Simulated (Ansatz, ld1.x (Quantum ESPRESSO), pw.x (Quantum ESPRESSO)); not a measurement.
**From atom to crystal: PAW potential for Ge**

```
Element                 : Ge
Generator               : ld1.x (Quantum ESPRESSO) 7.5
Type                    : PAW
Functional              : PBE
Relativity              : scalar-relativistic
Frozen core             : [Ar] 3d10
Valence charge          : 4
Reference configuration : 4s1.5 4p2.5
Partial waves           : 4s (bound): rcut 1.65, rcutus 1.90 bohr; 4s channel at -0.5 Ry: rcut 1.65, rcutus 1.90 bohr; 4p (bound): rcut 1.95, rcutus 2.45 bohr; 4p channel at 0.35 Ry: rcut 1.95, rcutus 2.45 bohr; 4d channel at 0.4 Ry: rcut 1.90, rcutus 2.40 bohr; 4d channel at 3.15 Ry: rcut 1.90, rcutus 2.40 bohr
Local potential         : all-electron potential smoothed inside 1.90 bohr (lloc = -2)
Core correction         : Bessel-smoothed model core, default radius (core density twice the valence density)
Augmentation charge     : PSQ, inside the norm-conserving radii
```

Atomic tests: cutoffs needed: 8 Ry and 12 Ry (the cutoffs (Ry, on a coarse ladder) from which the occupation-weighted sum of valence levels, in a spherical-Bessel basis at the reference potential, stays within 10 and 1 mRy of its value at 400 Ry); ghost test: no extra level below or beside the all-electron valence levels (s, p, d, f tested) (spherical-Bessel basis up to 400 Ry, 20 bohr box); largest excitation error: -37 meV (all-electron minus pseudo) for 4s2 4p0, out of 7 test configurations.

Crystal test: fcc Ge in pw.x 7.5, no spin, 13³ k-points, Fermi–Dirac smearing 0.01 Ry, cutoffs 40/320 Ry. The reference is all-electron LAPW (Ansatz 0.2.0) with the same functional, mesh and smearing; V0 and B0 come from Birch–Murnaghan fits to the pressures at five volumes. Errors are pseudo minus all-electron; Δ is the rms difference of the E(V) curves that follow from these fits, minima aligned, over ±6 % about the mean V0. Mesh and smearing are coarse, so the numbers serve the comparison and aren't converged zero-temperature values; the lattice is a test structure that the element need not adopt.

```csv
V (Å³/atom),P all-electron (GPa),P pseudo (GPa)
18.596,3.50,3.65
19.086,1.64,1.74
19.575,0.01,0.08
20.064,-1.41,-1.36
20.554,-2.66,-2.63
```

All-electron: a0 = 4.278 Å (V0 = 19.58 Å³/atom), B0 = 60.8 GPa.

Pseudopotential: mean pressure error (GPa): +0.08; a0 (Å): 4.280; a0 error (%): +0.04; B0 error (%): +1.3; Δ (meV/atom): 0.3.

**Question.** At the middle volume, how do free energy and pressure move when the wave cutoff is lowered (ecutrho held at 320 Ry)?

**Answer.**

```tsv
cutoff (Ry)	shift of F (meV/atom)	shift of P (GPa)
18	+4.4	-0.06
24	+1.1	-0.01
32	+0.6	-0.00
```

The run at the middle volume (84 k-points, 5 iterations) took about 5.6 s on one core of a shared host (Neoverse-V2, 96 threads, 742 GiB, load 46).
